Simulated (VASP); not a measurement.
ZrS2:

```xyz
3
Lattice="3.6914 0.0000 0.0000 -1.8457 3.1968 0.0000 0.0000 0.0000 6.0411" Properties=species:S:1:pos:R:3 pbc="T T T"
Zr    0.0000    0.0000    0.0000
S     1.8457    1.0656    4.6038
S     0.0000    2.1312    1.4372
```

The cell is a database's computed one.

| Item | Value |
| --- | --- |
| Program | VASP 6.6.1 |
| Task | relaxation of cell and atoms |
| Functional | LDA |
| Potentials or basis | VASP PAW LDA potentials, release 64 (Zr_sv, S) |
| Cutoff | 600 eV |
| k mesh | 9 × 9 × 6 |
| Occupations | gaussian, width 0.02 eV |
| Spin | no spin polarisation |

At the start: pressure -4.5 GPa; volume 23.76 Å³/atom.

Problem. How do energy, volume and symmetry change on relaxing?

Solution. Over 14 steps the energy falls by 27.9 meV/atom and the volume is 21.11 Å³/atom (-11.2 %); space group P-3m1 (No. 164, to 0.05 Å).

The path:
```
step  energy change (eV)  largest force (eV/Å)  pressure (GPa)  volume (Å³)
   1              0.0000                0.2813           -4.48        71.29
   2              0.0273                1.0811            6.36        64.65
   3             -0.0482                0.2803           -0.18        68.23
   4             -0.0482                0.2925           -0.08        68.17
   5             -0.0551                0.2110           -0.10        67.75
   6             -0.0595                0.0663           -0.14        67.03
   7             -0.0646                0.0591           -0.16        66.52
   8             -0.0773                0.0376           -0.13        64.97
   9             -0.0782                0.0362            0.47        61.88
  10             -0.0832                0.0331            0.14        63.59
  11             -0.0835                0.0206            0.21        63.16
  12             -0.0835                0.0229            0.20        63.24
  13             -0.0813                0.1354           -1.08        63.83
  14             -0.0836                0.0021            0.00        63.33
```

Final structure:
```
CELL_PARAMETERS angstrom
3.59593 0.00000 0.00000
-1.79796 3.11416 0.00000
0.00000 0.00000 5.65533
ATOMIC_POSITIONS crystal
Zr 0.00000 0.00000 0.00000
S 0.66667 0.33333 0.74307
S 0.33333 0.66667 0.25693
```
